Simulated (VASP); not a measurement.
# KMgF3 (Pm-3m) in VASP: notebook, part 2 of 2

VASP 6.6.1. Earlier steps stand in the parts before.

## (4) Relaxation of the atoms, LDA (a relaxed cell with its volume scaled by 0.94)

Input file INCAR:

```
PREC = Accurate
ENCUT = 600
EDIFF = 1E-7
ISMEAR = 0
SIGMA = 0.03
LREAL = False
LASPH = True
NELM = 80
ALGO = Normal
ISIF = 2
LWAVE = False
LCHARG = False
IBRION = 2
NSW = 40
EDIFFG = -0.01
```

Input file KPOINTS:

```
Automatic mesh
0
Gamma
  8 8 8
```

Input file POSCAR:

```
KMgF3                                   
1.0
    3.8134939179      0.0000000000      0.0000000000
    0.0000000000      3.8134939179      0.0000000000
    0.0000000000      0.0000000000      3.8134939179
  K               Mg              F             
     1     1     3
Direct
     0.5000000000000000    0.5000000000000000    0.5000000000000000
     0.0000000000000000    0.0000000000000000    0.0000000000000000
     0.5000000000000000    0.0000000000000000    0.0000000000000000
     0.0000000000000000    0.5000000000000000    0.0000000000000000
     0.0000000000000000    0.0000000000000000    0.5000000000000000
```

Potentials or basis: VASP PAW LDA potentials, release 64 (K_sv, Mg, F).

The run is started by

```sh
> cat potpaw_LDA.64/K_sv/POTCAR potpaw_LDA.64/Mg/POTCAR potpaw_LDA.64/F/POTCAR > POTCAR
> mpirun -np 1 vasp_std > vasp.out
```

OUTCAR:

```text
PREC = Accurate
   ENCUT = 600
   EDIFF = 1E-7
   ISMEAR = 0
   LREAL = False
   LASPH = True
   NELM = 80
   ISIF = 2
   IBRION = 2
   NSW = 40
   EDIFFG = -0.01

 ion  position               nearest neighbor table
   1  0.500  0.500  0.500-   3 2.70   4 2.70   5 2.70   3 2.70   4 2.70   3 2.70   5 2.70   3 2.70
                             4 2.70   5 2.70   4 2.70   5 2.70   2 3.30   2 3.30   2 3.30   2 3.30
   2  0.000  0.000  0.000-   3 1.91   4 1.91   5 1.91   5 1.91   4 1.91   3 1.91   1 3.30   1 3.30
                             1 3.30   1 3.30   1 3.30   1 3.30   1 3.30   1 3.30
   3  0.500  0.000  0.000-   2 1.91   2 1.91   1 2.70   1 2.70   1 2.70   1 2.70
   4  0.000  0.500  0.000-   2 1.91   2 1.91   1 2.70   1 2.70   1 2.70   1 2.70
   5  0.000  0.000  0.500-   2 1.91   2 1.91   1 2.70   1 2.70   1 2.70   1 2.70

  LATTYP: Found a simple cubic cell.
 ALAT       =     3.8134939179

  Lattice vectors:

 A1 = (   3.8134939179,   0.0000000000,   0.0000000000)
 A2 = (   0.0000000000,   3.8134939179,   0.0000000000)
 A3 = (   0.0000000000,   0.0000000000,   3.8134939179)

Analysis of symmetry for initial positions (statically):
=====================================================================
 Subroutine PRICEL returns:
 Original cell was already a primitive cell.

 Routine SETGRP: Setting up the symmetry group for a
 simple cubic supercell.

 Subroutine GETGRP returns: Found 48 space group operations
 (whereof 48 operations were pure point group operations)
 out of a pool of 48 trial point group operations.

The static configuration has the point symmetry O_h .

Analysis of symmetry for dynamics (positions and initial velocities):
=====================================================================
 Subroutine PRICEL returns:
 Original cell was already a primitive cell.

 Routine SETGRP: Setting up the symmetry group for a
 simple cubic supercell.

 Subroutine GETGRP returns: Found 48 space group operations
 (whereof 48 operations were pure point group operations)
 out of a pool of 48 trial point group operations.

The dynamic configuration has the point symmetry O_h .

 Subroutine INISYM returns: Found 48 space group operations
 (whereof 48 operations are pure point group operations),
 and found     1 'primitive' translations

----------------------------------------------------------------------------------------

                                     Primitive cell

  volume of cell :      55.4586

  direct lattice vectors                    reciprocal lattice vectors
     3.813493918  0.000000000  0.000000000     0.262226720  0.000000000  0.000000000
     0.000000000  3.813493918  0.000000000     0.000000000  0.262226720  0.000000000
     0.000000000  0.000000000  3.813493918     0.000000000  0.000000000  0.262226720

  length of vectors
     3.813493918  3.813493918  3.813493918     0.262226720  0.262226720  0.262226720

  position of ions in fractional coordinates (direct lattice)
     0.500000000  0.500000000  0.500000000
     0.000000000  0.000000000  0.000000000
     0.500000000  0.000000000  0.000000000
     0.000000000  0.500000000  0.000000000
     0.000000000  0.000000000  0.500000000

  ion indices of the primitive-cell ions
   primitive index   ion index
                 1           1
[... 36 lines left out ...]
  0.375000  0.000000  0.000000      6.000000
  0.500000  0.000000  0.000000      3.000000
  0.125000  0.125000  0.000000     12.000000
[... 16 lines left out ...]
  0.375000  0.375000  0.125000     24.000000
  0.500000  0.375000  0.125000     24.000000
 [... further k-points ...]
   k-points           NKPTS =     35   k-points in BZ     NKDIM =     35   number of bands    NBANDS=     20
   number of dos      NEDOS =    301   number of ions     NIONS =      5
   total plane-waves  NPLWV =  27000
   dimension x,y,z NGX =    30 NGY =   30 NGZ =   30
   dimension x,y,z NGXF=    60 NGYF=   60 NGZF=   60
   ions per type =               1   1   3
   NGX,Y,Z   is equivalent  to a cutoff of  13.08, 13.08, 13.08 a.u.
   NGXF,Y,Z  is equivalent  to a cutoff of  26.16, 26.16, 26.16 a.u.
 SYSTEM =  unknown system
   PREC   = accura    normal or accurate (medium, high low for compatibility)
   ISTART =      0    job   : 0-new  1-cont  2-samecut
   ICHARG =      2    charge: 1-file 2-atom 10-const
   ISPIN  =      1    spin polarized calculation?
   LNONCOLLINEAR =      F non collinear calculations
   LSORBIT =      F    spin-orbit coupling
   LASPH  =      T    aspherical Exc in radial PAW
   ENCUT  =  600.0 eV  44.10 Ry    6.64 a.u.   7.62  7.62  7.62*2*pi/ulx,y,z
   NELM   =     80;   NELMIN=  2; NELMDL= -5     # of ELM steps
   EDIFF  = 0.1E-06   stopping-criterion for ELM
   LREAL  =      F    real-space projection
   EDIFFG = -.1E-01   stopping-criterion for IOM
   NSW    =     40    number of steps for IOM
   IBRION =      2    ionic relax: 0-MD 1-quasi-New 2-CG
   NFREE  =      1    steps in history (QN), initial steepest desc. (CG)
   ISIF   =      2    stress and relaxation
   ISYM   =      2    0-nonsym 1-usesym 2-fastsym
   POTIM  = 0.5000    time-step for ionic-motion
   TEBEG  =    0.0;   TEEND  =   0.0 temperature during run
   PSTRESS=    0.0 pullay stress
   NELECT =      32.0000    total number of electrons
   NUPDOWN=      -1.0000    fix difference up-down
   EMIN   =  10.00;   EMAX   =-10.00  energy-range for DOS
   EFERMI =   0.00;   METHOD = LEGACY
   ISMEAR =     0;   SIGMA  =   0.03  broadening in eV -4-tet -1-fermi 0-gaus
   EFERMI_NEDOS =   21; number of points for ismear=-14 and -15
   IALGO  =     38    algorithm
   IMIX   =      4    mixing-type and parameters
     AMIX     =   0.40;   BMIX     =  1.00
     AMIX_MAG =   1.60;   BMIX_MAG =  1.00
  volume/ion in A,a.u.               =      11.09        74.85
  Fermi-wavevector in a.u.,A,eV,Ry     =   1.362914  2.575534 25.273290  1.857534
  Thomas-Fermi vector in A             =   2.489362
   LORBIT       =      0    0 simple, 1 ext, 2 COOP (PROOUT), +10 PAW based schemes
   GGA     = CA    functional components
   LHFCALC =     F    Hartree Fock is set to
   AEXX    =    0.0000 exact exchange contribution
   IVDW    =     0    specifies the selected vdW correction
   LEPSILON=     F    determine dielectric tensor
   LRPA    =     F    only Hartree local field effects (RPA)
 conjugate gradient relaxation of ions
 non-spin polarized calculation
 Gauss-broadening in eV      SIGMA  =   0.03
  energy-cutoff  :      600.00
  volume of cell :       55.46
 maximum number of plane-waves:      1863
   NGX = 15   NGY = 15   NGZ = 15

 number of electron      32.0000046 magnetization

 Free energy of the ion-electron system (eV)
  ---------------------------------------------------
  ext. energy  EPLUGINS =         0.00000000
  ---------------------------------------------------
  free energy    TOTEN  =       -27.05940895 eV

  energy without entropy =      -27.05940895  energy(sigma->0) =      -27.05940895

 E-fermi :  -1.1045     XC(G=0): -11.0886

 val. band max:       -1.2565239829   @ k =   0.5000   0.5000   0.5000
 cond. band min:       6.7897886133   @ k =   0.0000   0.0000   0.0000
 fundamental gap:      8.0463125963
 Fermi energy:        -1.1045048874

 k-point     1 :       0.0000    0.0000    0.0000
  band No.  band energies     occupation
      1     -26.2173      2.00000
      2     -21.3578      2.00000
      3     -20.4761      2.00000
      4     -20.4761      2.00000
      5      -9.9834      2.00000
      6      -9.9834      2.00000
[... 541 lines left out ...]
     19      11.1848      0.00000
     20      11.2349      0.00000

 [... further k-points ...]

------------------------ aborting loop because EDIFF is reached ----------------------------------------

  FORCE on cell =-STRESS in cart. coord.  units (eV):
  Direction    XX          YY          ZZ          XY          YZ          ZX
  --------------------------------------------------------------------------------------
  -------------------------------------------------------------------------------------
  Total        2.2386417      2.2386417      2.2386417      0.0000000     -0.0000000      0.0000000
  in kB       64.6734467     64.6734467     64.6734467      0.0000000     -0.0000000      0.0000000
  external PRESSURE =      64.6734467 kB  Pullay stress =       0.0000000 kB

 VOLUME and BASIS-vectors are now :
 -----------------------------------------------------------------------------
  energy-cutoff  :      600.00
  volume of cell :       55.46
      direct lattice vectors                 reciprocal lattice vectors
     3.813493918  0.000000000  0.000000000     0.262226720  0.000000000  0.000000000
     0.000000000  3.813493918  0.000000000     0.000000000  0.262226720  0.000000000
     0.000000000  0.000000000  3.813493918     0.000000000  0.000000000  0.262226720

 POSITION                                       TOTAL-FORCE (eV/Angst)
 -----------------------------------------------------------------------------------
      1.90675      1.90675      1.90675         0.000000      0.000000      0.000000
      0.00000      0.00000      0.00000         0.000000      0.000000      0.000000
      1.90675      0.00000      0.00000         0.000000      0.000000      0.000000
      0.00000      1.90675      0.00000         0.000000      0.000000      0.000000
      0.00000      0.00000      1.90675         0.000000      0.000000      0.000000
 -----------------------------------------------------------------------------------
    total drift:                                0.000000     -0.000000      0.000000

  FREE ENERGIE OF THE ION-ELECTRON SYSTEM (eV)
  ---------------------------------------------------
  free  energy   TOTEN  =       -27.0594089499 eV

  energy  without entropy=      -27.0594089499  energy(sigma->0) =      -27.05940895

 reached required accuracy - stopping structural energy minimisation
```

Run time: 15 s. Hardware: 1 thread of Intel Xeon 6975P-C (Granite Rapids), shared host; peak memory 0.18 GiB.

Results:

```
Free energy             : -27.0594 eV
Pressure after relaxing : 6.5 GPa
Band gap on the k mesh  : 8.05 eV, indirect (least direct gap 8.36 eV)
```

Final structure:
```yaml
crystal:
  lattice:
    - [3.81349, 0.00000, 0.00000]
    - [0.00000, 3.81349, 0.00000]
    - [0.00000, 0.00000, 3.81349]
  atoms:
    - { symbol: K, position: [0.50000, 0.50000, 0.50000] }
    - { symbol: Mg, position: [0.00000, 0.00000, 0.00000] }
    - { symbol: F, position: [0.50000, 0.00000, 0.00000] }
    - { symbol: F, position: [0.00000, 0.50000, 0.00000] }
    - { symbol: F, position: [0.00000, 0.00000, 0.50000] }
```

Levels at points of the mesh, in eV from the valence-band top:
```tsv
k point	band 13	band 14	band 15	band 16	band 17	band 18	band 19	band 20
(0.00, 0.00, 0.00)	-0.79	-0.31	-0.31	-0.31	8.05	9.93	9.93	12.33
(0.50, 0.00, 0.00)	-1.04	-1.04	-0.63	-0.63	10.65	11.21	11.56	13.09
(0.50, 0.50, 0.00)	-1.28	-1.02	-1.02	-0.03	11.46	12.09	13.26	13.53
(0.50, 0.50, 0.50)	-1.27	0.00	0.00	0.00	10.71	10.71	10.71	14.72
```

Caveat: the relaxation stopped at its first step, so nothing moved.

## (5) Relaxation of the atoms, LDA (a relaxed cell with its volume scaled by 0.96)

INCAR is that of step 4.

KPOINTS is that of step 4.

Changes to POSCAR since step 4:

```diff
@@ -2,5 +2,5 @@
 1.0
-    3.8134939179      0.0000000000      0.0000000000
-    0.0000000000      3.8134939179      0.0000000000
-    0.0000000000      0.0000000000      3.8134939179
+    3.8403503937      0.0000000000      0.0000000000
+    0.0000000000      3.8403503937      0.0000000000
+    0.0000000000      0.0000000000      3.8403503937
   K               Mg              F
```

The run is started by

```sh
> cat potpaw_LDA.64/K_sv/POTCAR potpaw_LDA.64/Mg/POTCAR potpaw_LDA.64/F/POTCAR > POTCAR
> mpirun -np 1 vasp_std > vasp.out
```

Wall time 12 s (1 thread of Intel Xeon 6975P-C (Granite Rapids), shared host); peak memory 0.19 GiB.

Results (log left out):

* Free energy: -27.1019 eV
* Pressure after relaxing: 4.1 GPa
* Band gap on the k mesh: 7.86 eV, indirect (least direct gap 8.18 eV)

Final structure:
```
CELL_PARAMETERS angstrom
3.84035 0.00000 0.00000
0.00000 3.84035 0.00000
0.00000 0.00000 3.84035
ATOMIC_POSITIONS crystal
K 0.50000 0.50000 0.50000
Mg 0.00000 0.00000 0.00000
F 0.50000 0.00000 0.00000
F 0.00000 0.50000 0.00000
F 0.00000 0.00000 0.50000
```

Levels at points of the mesh, in eV from the valence-band top:
| k point | band 13 | band 14 | band 15 | band 16 | band 17 | band 18 | band 19 | band 20 |
| --- | --- | --- | --- | --- | --- | --- | --- | --- |
| (0.00, 0.00, 0.00) | -0.76 | -0.32 | -0.32 | -0.32 | 7.86 | 9.91 | 9.91 | 12.28 |
| (0.50, 0.00, 0.00) | -1.02 | -1.02 | -0.61 | -0.61 | 10.51 | 11.15 | 11.32 | 13.04 |
| (0.50, 0.50, 0.00) | -1.26 | -1.00 | -1.00 | -0.03 | 11.34 | 11.99 | 13.16 | 13.36 |
| (0.50, 0.50, 0.50) | -1.25 | 0.00 | 0.00 | 0.00 | 10.62 | 10.62 | 10.62 | 14.55 |

Caveat: the relaxation stopped at its first step, so nothing moved.

## (6) Relaxation of the atoms, LDA (a relaxed cell with its volume scaled by 0.98)

INCAR is that of step 5.

KPOINTS is that of step 5.

Changes to POSCAR since step 5:

```diff
@@ -2,5 +2,5 @@
 1.0
-    3.8403503937      0.0000000000      0.0000000000
-    0.0000000000      3.8403503937      0.0000000000
-    0.0000000000      0.0000000000      3.8403503937
+    3.8668364058      0.0000000000      0.0000000000
+    0.0000000000      3.8668364058      0.0000000000
+    0.0000000000      0.0000000000      3.8668364058
   K               Mg              F
```

Potentials or basis: VASP PAW LDA potentials, release 64 (K_sv, Mg, F).

The run is started by

```sh
> cat potpaw_LDA.64/K_sv/POTCAR potpaw_LDA.64/Mg/POTCAR potpaw_LDA.64/F/POTCAR > POTCAR
> mpirun -np 1 vasp_std > vasp.out
```

Wall time 12 s (1 thread of Intel Xeon 6975P-C (Granite Rapids), shared host); peak memory 0.18 GiB.

Results (log left out):

- Free energy: -27.1275 eV
- Pressure after relaxing: 1.9 GPa
- Band gap on the k mesh: 7.68 eV, indirect (least direct gap 8.01 eV)

Final structure:
```
K Mg F
1.0
     3.86684    0.00000    0.00000
     0.00000    3.86684    0.00000
     0.00000    0.00000    3.86684
K Mg F
1 1 3
Direct
  0.50000 0.50000 0.50000
  0.00000 0.00000 0.00000
  0.50000 0.00000 0.00000
  0.00000 0.50000 0.00000
  0.00000 0.00000 0.50000
```

Levels at points of the mesh, in eV from the valence-band top:
```tsv
k point	band 12	band 13	band 14	band 15	band 16	band 17	band 18	band 19	band 20
(0.00, 0.00, 0.00)	-0.74	-0.74	-0.32	-0.32	-0.32	7.68	9.89	9.89	12.24
(0.50, 0.00, 0.00)	-1.06	-0.99	-0.99	-0.60	-0.60	10.38	11.09	11.10	12.97
(0.50, 0.50, 0.00)	-1.25	-1.24	-0.99	-0.99	-0.03	11.23	11.89	13.07	13.11
(0.50, 0.50, 0.50)	-1.23	-1.23	0.00	0.00	0.00	10.54	10.54	10.54	14.43
```

Caveat: the relaxation stopped at its first step, so nothing moved.

## (7) The runs side by side

```csv
task,cell,gap on the mesh (eV),pressure (GPa)
relaxation of cell and atoms,relaxed,7.52,0.0
relaxation of the atoms,atoms relaxed from: a relaxed cell with its volume scaled by 0.94,8.05,6.5
relaxation of the atoms,atoms relaxed from: a relaxed cell with its volume scaled by 0.96,7.86,4.1
relaxation of the atoms,atoms relaxed from: a relaxed cell with its volume scaled by 0.98,7.68,1.9
```

Alike in all rows: level LDA; potentials or basis VASP PAW LDA potentials, release 64 (K_sv, Mg, F); no spin polarisation; k mesh 8 × 8 × 8; cutoff (eV) 600; smearing gaussian 0.03 eV.

Caveats: the relaxation stopped at its first step, so nothing moved.

Absolute energies hang on the potentials; compare differences alone.
